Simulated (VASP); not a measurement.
# SrO in VASP 6.6.1, single-point calculation

INCAR

```
ISMEAR = -1
ISIF = 2
LREAL = .FALSE.
LCHARG = .FALSE.
ISYM = 1
IBRION = -1
NBANDS = 15
NELM = 53
PREC = Accurate
GGA = PE
SIGMA = 0.02
NSW = 0
ENCUT = 520
LASPH = .TRUE.
LWAVE = .FALSE.
EDIFF = 1E-7
```

KPOINTS

```
KPOINTS created by Atomic Simulation Environment
0
Monkhorst-Pack
8 8 8
0 0 0
```

POSCAR

```
Sr O
 1.0000000000000000
     0.0000000000000000    2.6572890956999999    2.5411939410000000
     2.6572890956999999    0.0000000000000000    2.5411939410000000
     2.6572890956999999    2.6572890956999999    0.0000000000000000
 Sr  O
   1   1
Cartesian
  0.0000000000000000  0.0000000000000000  0.0000000000000000
  2.6572890956999999  2.6572890956999999  2.5411939410000004
```

The recommended PBE PAW datasets give the neutral cell 16 valence electrons.

Command

```
mpirun -np 1 vasp_std
```

How does this run end, and what does it give?

It converged. Results: gap between bands v and c on the k mesh 3.28 eV; least direct gap on the k mesh 3.52 eV; pressure -1.1 GPa. Band v is the last that the valence electrons fill when counted band by band, and c is the next.

OSZICAR

```
N       E                     dE             d eps       ncg     rms          rms(c)
DAV:   1     0.664171962538E+02    0.66417E+02   -0.83717E+03  4320   0.103E+03
DAV:   2    -0.110808639146E+02   -0.77498E+02   -0.71015E+02  5970   0.216E+02
DAV:   3    -0.141908092926E+02   -0.31099E+01   -0.30941E+01  5788   0.390E+01
DAV:   4    -0.142489404151E+02   -0.58131E-01   -0.58126E-01  5406   0.519E+00
DAV:   5    -0.142505236232E+02   -0.15832E-02   -0.15832E-02  5599   0.658E-01    0.151E+01
DAV:   6    -0.122051857957E+02    0.20453E+01   -0.69365E+00  4425   0.192E+01    0.178E+01
DAV:   7    -0.120460095267E+02    0.15918E+00   -0.33963E-01  5048   0.508E+00    0.103E+01
DAV:   8    -0.120345323456E+02    0.11477E-01   -0.12540E-01  5825   0.358E+00    0.371E-01
DAV:   9    -0.120356028966E+02   -0.10706E-02   -0.65238E-03  5261   0.520E-01    0.239E-01
DAV:  10    -0.120360648730E+02   -0.46198E-03   -0.43563E-04  4796   0.200E-01    0.931E-02
DAV:  11    -0.120362371875E+02   -0.17231E-03   -0.18401E-04  4740   0.995E-02    0.283E-02
DAV:  12    -0.120362570694E+02   -0.19882E-04   -0.30471E-05  4698   0.394E-02    0.234E-02
DAV:  13    -0.120362568501E+02    0.21930E-06   -0.15919E-06  4950   0.118E-02    0.362E-03
DAV:  14    -0.120362567550E+02    0.95092E-07   -0.19674E-07  5796   0.335E-03
   1 F= -.12036257E+02 E0= -.12036257E+02  d E =-.887489E-13
```

The shifted mesh misses Γ, so a band edge there is missed.

For comparison, a separate PBE run of the intended cell, on usual settings and not on those above, gives a gap of 3.09 eV on its mesh and a pressure of -1.1 GPa.
